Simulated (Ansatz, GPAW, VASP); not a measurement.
# ZnSe: 3 runs at one level of theory

```
Se Zn
1.0
     0.00000    2.83380    2.83380
     2.83380    0.00000    2.83380
     2.83380    2.83380    0.00000
Se Zn
1 1
Direct
  0.75000 0.75000 0.75000
  0.00000 0.00000 0.00000
```

Alike in all runs: task single point; functional PBEsol; k mesh 8 × 8 × 8; occupations gaussian, width 0.02 eV; no spin polarisation; no spin-orbit coupling. Pressure is positive in compression and, in plane waves, holds the error of the finite cutoff.

```json
{"program and potentials": "VASP, PBE PAW files Se, Zn, 520 eV", "plane-wave cutoff (eV)": "520", "notes": "potentials made for PBE", "band gap (eV)": "1.17", "pressure (GPa)": "-0.88"}
{"program and potentials": "Ansatz, all-electron LAPW, scalar-relativistic", "plane-wave cutoff (eV)": "-", "notes": "-", "band gap (eV)": "1.17", "pressure (GPa)": "-1.11"}
{"program and potentials": "GPAW, PAW data sets generated for this functional", "plane-wave cutoff (eV)": "600", "notes": "-", "band gap (eV)": "1.18", "pressure (GPa)": "-1.15"}
```

The band gap spans 1.17 (Ansatz, all-electron LAPW, scalar-relativistic) to 1.18 eV (GPAW, PAW data sets generated for this functional), with all-electron results at 1.17. The pressure spans -1.15 (GPAW, PAW data sets generated for this functional) to -0.88 GPa (VASP, PBE PAW files Se, Zn, 520 eV), with all-electron results at -1.11. Spin-orbit coupling, left out here, moves the band edges of heavy atoms.

The functional is the same throughout but for its coding, so the spread measures potentials, basis and numerics; runs on potential files found faulty are left out.

The three codes agree almost completely on the band gap, so its large shortfall against the measured gap of ZnSe, which absorbs in the blue, belongs to the functional and not to the potentials or basis. A semilocal Kohn-Sham gap lacks the derivative discontinuity. In addition, the Zn 3d states lie too high in energy, which strengthens their repulsion with the Se 4p states and pushes up the valence band maximum.

The negative pressure in every run means that the cell is stretched relative to the PBEsol equilibrium and would contract on relaxation. That contraction would probably widen the gap somewhat, since the s-like antibonding conduction band minimum rises as the bonds shorten, but not nearly enough to reach experiment.

The pressure separates the codes more clearly than the gap does, as it follows the volume derivative of the total energy and so responds to small differences in core-valence treatment and basis completeness. Close agreement on the gap therefore doesn't guarantee equally close equilibrium volumes.
